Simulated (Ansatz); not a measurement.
## MgS (I4/mcm)

Computed with DFT PBE, scalar-relativistic, plane waves, PAW (Ansatz).

Plane waves to 420 eV, a k mesh through Γ of 6×6×6 on the computed 8-atom cell and Gaussian smearing (0.02 eV); no spin polarisation.

The structure is relaxed at this level of theory with its symmetry kept, and needn't be the ground state of this composition.

Space group I4/mcm (No. 140), tetragonal, a = 8.561 Å, c = 5.253 Å. Around Mg lie 5 S at 2.49–2.63 Å; S is surrounded by 5 Mg at 2.49–2.63 Å.

* Volume per atom: 24.06 Å³
* Formation energy from the elements' standard states (uncorrected): -1.365 eV/atom
* Kohn–Sham band gap: 2.94 eV
* Orbital (Löwdin) character of the top 1 eV of the valence band: S 3p 97 %
* Electronic dielectric constant xx, yy, zz (independent particles): 4.3, 4.3, 4.7
* Bader charge by site (e): Mg (4 in the cell) 1.66, S (4 in the cell) -1.66

The cell was found from a structure generator's guess, not taken from experiment. Kohn–Sham gaps at this level usually fall short of measured ones.
